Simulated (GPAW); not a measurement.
Write an ASE script for GPAW 26.7.0 that does the following.

```yaml
Task: band structure
Functional: vdW-DF2
Potentials_or_basis: GPAW PAW data sets (gpaw-data 1.2.1)
Cutoff: 600 eV
Basis: pw
k_mesh: 6 × 6 × 3
Occupations: fermi-dirac, width 0.05 eV
Spin: no spin polarisation
Maxiter: 150
Band_path: GMKGALHA,LM,KH
Band_points: 60
```

The structure of ZnS (Wurtzite-2H) lies in ZnS.cif:

```cif
data_ZnS
_cell_length_a 3.81100000
_cell_length_b 3.81100000
_cell_length_c 6.23400000
_cell_angle_alpha 90.00000000
_cell_angle_beta 90.00000000
_cell_angle_gamma 120.00000000
_space_group_name_H-M_alt 'P1'
_space_group_name_Hall 'P 1'
_space_group_IT_number 1
loop_
_space_group_symop_operation_xyz
'x,y,z'
loop_
_atom_site_label
_atom_site_type_symbol
_atom_site_symmetry_multiplicity
_atom_site_Wyckoff_symbol
_atom_site_fract_x
_atom_site_fract_y
_atom_site_fract_z
_atom_site_occupancy
Zn1 Zn 1 a 0.6666666667 0.3333333333 0.5000000000 1
Zn2 Zn 1 a 0.3333333333 0.6666666667 0.0000000000 1
S1 S 1 a 0.6666666667 0.3333333333 0.8850000000 1
S2 S 1 a 0.3333333333 0.6666666667 0.3850000000 1
```

These files were run (other wordings do the same):

run.py

```python
from ase.dft.bandgap import bandgap
from ase.io import read, write
from gpaw import GPAW, PW

atoms = read('ZnS.cif')

calc = GPAW(mode=PW(600),
            xc={'name': 'vdW-DF2', 'backend': 'libvdwxc'},
            kpts={'size': (6, 6, 3), 'gamma': True},
            occupations={'name': 'fermi-dirac', 'width': 0.05},
            nbands=31,
            convergence={'density': 1e-05, 'energy': 1e-05},
            maxiter=150,
            txt='gpaw.txt')
atoms.calc = calc
energy = atoms.get_potential_energy()
forces = atoms.get_forces()
calc.write('gs.gpw')
write('result.traj', atoms)
print(f'Energy: {energy:.6f} eV')
print('Forces (eV/A):')
print(forces.round(4))
print('Fermi level:', round(calc.get_fermi_level(), 4), 'eV')
print(f'Gap: {bandgap(calc)[0]:.4f} eV, direct: {bandgap(calc, direct=True)[0]:.4f} eV')

path = atoms.cell.bandpath('GMKGALHA,LM,KH', npoints=60, eps=1e-4)
bs_calc = calc.fixed_density(kpts=path, symmetry='off', nbands=48,
                             convergence={'bands': 'CBM+6.0', 'eigenstates': 1e-6}, txt='bands.txt')
bs = bs_calc.band_structure()
bs.write('bs.json')
print(f'Gap on the path: {bandgap(bs_calc)[0]:.4f} eV')
```

Potentials or basis: GPAW PAW data sets (gpaw-data 1.2.1), pw.

The run is started by

```console
$ OMP_NUM_THREADS=1 python run.py
```

It gave:

| Quantity | Value |
| --- | --- |
| Largest force | 0.360 eV/Å |
| Band gap on the k mesh | 2.22 eV, direct |
| Band gap along the path | 2.22 eV, direct |

Caveat: the PAW data sets were made with another functional, which shifts forces and pressure a little.

Wall time 65 s on 1 thread of Intel(R) Xeon(R) 6975P-C (Granite Rapids), on a shared host, peak memory 0.4 GiB.
